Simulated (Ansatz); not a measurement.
# TaN: the cost of one run

Program: Ansatz 0.2.0. Level of theory: DFT PBEsol, scalar-relativistic, plane waves, PAW. These are calculated values, not measurements.

**1. The starting structure**

It takes space group P6_3/mmc (No. 194, hexagonal). Conventional cell: a = 2.889 Å, b = 2.889 Å, c = 5.860 Å, α = 90.00°, β = 90.00°, γ = 120.00°. Ta (site symmetry -3m) has 6 N at 2.22 Å in its first shell of neighbours. N (site symmetry -6m2) has 6 Ta at 2.22 Å in its first shell of neighbours.

As a file:

```cif
data_structure
_symmetry_space_group_name_H-M 'P6_3/mmc'
_symmetry_Int_Tables_number 194
_cell_length_a 2.8892
_cell_length_b 2.8892
_cell_length_c 5.8600
_cell_angle_alpha 90.000
_cell_angle_beta 90.000
_cell_angle_gamma 120.000
_cell_volume 42.36
loop_
_atom_site_label
_atom_site_type_symbol
_atom_site_symmetry_multiplicity
_atom_site_Wyckoff_symbol
_atom_site_fract_x
_atom_site_fract_y
_atom_site_fract_z
_atom_site_occupancy
Ta1 Ta 2 a 0.00000 0.00000 0.00000 1
N1 N 2 c 0.33333 0.66667 0.25000 1
```

It is the result of an earlier relaxation at this level (volume 10.59 Å³/atom; gap on the mesh: none (metal)).

**2. Plan of the line**

The energy is mapped over a normal mode and a strain (zone-centre modes of the cell shown) (x along [1 0 0], y along [1 2 0], z along [0 0 1] of the conventional cell).

First coordinate, amplitude of mode 4 (149 cm⁻¹), largest displacement in the unstrained cell: 7 values from −0.142 Å. Second coordinate, equal normal strain along x and y: 7 values from −4.00 %.

Nothing else is relaxed (the pattern is fixed in fractional coordinates). Energies count from the relaxed high-symmetry cell. Points are written as (first, second).

The modes come from a phonon run on the reference cell, made beforehand.

Displacement patterns for an amplitude of 1 (Å):

```tsv
atom	x1	y1	z1
Ta1	1.000	0.000	0.000
Ta2	-1.000	0.000	0.000
N3	0.000	0.000	0.000
N4	0.000	0.000	0.000
```

**3. Grid point (−0.095 Å, −4.00 %)**

input.yaml reads:

```yaml
crystal:
  lattice:
    - [2.7736134188, 0.0, 0.0]
    - [-1.3868067094, 2.402019681, 0.0]
    - [0.0, 0.0, 5.8600190937]
  atoms:
    - { symbol: Ta, position: [-0.032777459, 0.0, 0.0] }
    - { symbol: Ta, position: [0.032777459, 0.0, 0.5] }
    - { symbol: "N", position: [0.3333333333, 0.6666666667, 0.25] }
    - { symbol: "N", position: [0.6666666667, 0.3333333333, 0.75] }
basis:
  ecutwfc: 520.0
kpoints:
  mp_grid: { grid: [15, 15, 8] }
hamiltonian:
  xc: pbesol
  pseudopotentials: { kind: paw, azcp: { folder: soft_1 } }
scf:
  occupations: { method: gaussian, width: 0.15 }
output:
  forces: true
  stress: true
  eigenvalues: true
```

Command:

```bash
ansatz run input.yaml --threads 2 --pin off --max-ram 4096MiB --backend cpu --events-out ev --progress --plain --runs-dir out
```

Q: Estimate wall time and peak memory on 2 threads of Arm Neoverse N1, shared host.

About 29 s, with a peak of 0.6 GiB.
